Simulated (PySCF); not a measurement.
# Does the structure fit the spectrum?

A compound C$_{6}$H$_{8}$ gives the data below (simulated from a calculation) and was assigned the structure `C1=CCCC=C1`.

13C{1H} NMR (computed): δ 133.9 (CH, 4C), 31.2 (CH2, 2C).

1H NMR (300 MHz, computed): δ 6.00 (m, 4H), 2.89 (m, 4H).

Theory: NMR shieldings at B97-2/pcSseg-2/GIAO, geometry: PBE0-D3(BJ)/def2-TZVP, in PySCF 2.14.0 with density-fitted response routines (one computed conformer, no relativistic terms, rapidly exchanging positions averaged, isolated molecule).

Chemical shifts δ = σref − σ; TMS for 1H (σ = 31.64 ppm) and 13C (σ = 185.38 ppm), all at this level.

(1) Compare with the shifts computed for the proposed structure, pairing carbons in order of shift.

(2) Which isomer fits?

Answers

(1) Atom-mapped SMILES (the numbers label the heavy atoms): `[CH:1]1=[CH:2][CH2:3][CH2:4][CH:5]=[CH:6]1` (H(Xn): hydrogen on atom n).

```csv
atom,computed for proposal,given list,difference
C2,135.7,133.9,+1.8
C5,135.7,133.9,+1.8
C1,133.9,133.9,+0.0
C6,133.9,133.9,+0.0
C3,26.8,31.2,-4.4
C4,26.8,31.2,-4.4
```

The rms difference is 2.7 ppm and the largest -4.4 ppm at C3 (allylic sp3 CH2). The proposal also would give 3 carbon signals, not 2. The proposal doesn't fit.

(2) 1,4-cyclohexadiene.

- Carbon types of the structure: 4 × CH, 2 × CH2, which accounts for all hydrogens.
- δC 133.9: alkene CH; an sp2 carbon of a C=C bond.
- δC 31.2: allylic sp3 CH2; a saturated carbon with 2 carbon neighbours and no heteroatom attached.
- δH 6.00: hydrogen on an alkene CH; olefinic region.
- δH 2.89: hydrogen on an allylic sp3 CH2; allylic position.

The data come from this structure; uniqueness wasn't tested.

Shifts are as computed. Against solution values, carbons near 30 ppm lie about +3 ppm off and those near 130 ppm about +7 ppm. Of 1211 compounds with measured shifts, 218 miss one by over three times the rms of a fit or turn the order of signals round; such compounds aren't used in these exercises. No couplings were computed; multiplicities are counted from neighbouring protons, with m where these are inequivalent, close in shift, in a saturated or five-membered ring or joined by F or P, and br s for small geminal =CH2 splittings.
